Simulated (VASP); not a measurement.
# GaN: single point with PBE

Crystal: GaN.

```
CELL_PARAMETERS angstrom
-0.01870 2.08982 2.08982
2.08982 -0.01870 2.08982
2.08982 2.08982 -0.01870
ATOMIC_POSITIONS crystal
Ga 0.00000 0.00000 0.00000
N 0.50000 0.50000 0.50000
```

The cell was built by a generator and needn't be a form met in nature.

The cell isn't the ideal one: shear_111 strain -1.3%.

| Property | Result |
| --- | --- |
| Program | VASP 6.6.1 |
| Task | single point |
| Functional | PBE |
| Potentials or basis | VASP PAW PBE potentials, release 64 (Ga_d, N) |
| Cutoff | 520 eV |
| k mesh | 10 × 10 × 10 |
| Occupations | fermi-dirac, width 0.02 eV |
| Spin | no spin polarisation |

```json
{"Pressure": "12.6 GPa", "Band gap on the k mesh": "0.71 eV, indirect (least direct gap 2.88 eV)"}
```

Stress tensor (GPa, compression positive):
```
12.55  1.93  1.93
 1.93 12.55  1.93
 1.93  1.93 12.55
```

Levels at points of the mesh, in eV from the valence-band top:
| k point | band 6 | band 7 | band 8 | band 9 | band 10 | band 11 | band 12 | band 13 |
| --- | --- | --- | --- | --- | --- | --- | --- | --- |
| (0.00, 0.00, 0.00) | -13.89 | -0.60 | -0.60 | -0.43 | 2.46 | 14.70 | 14.70 | 15.11 |
| (0.50, 0.00, 0.00) | -13.75 | -8.40 | -0.19 | -0.12 | 4.82 | 9.20 | 9.34 | 9.65 |
| (0.50, 0.50, 0.00) | -10.95 | -7.29 | -3.21 | -3.04 | 0.71 | 7.85 | 12.11 | 14.72 |
| (0.50, 0.50, 0.50) | -13.75 | -8.25 | -0.24 | -0.24 | 4.61 | 9.01 | 9.01 | 9.69 |

Run time: 22 s on 1 thread of Intel(R) Xeon(R) Platinum 8488C (Sapphire Rapids), with other jobs on the host, peak memory 0.16 GiB.

A k mesh can miss the band edges.
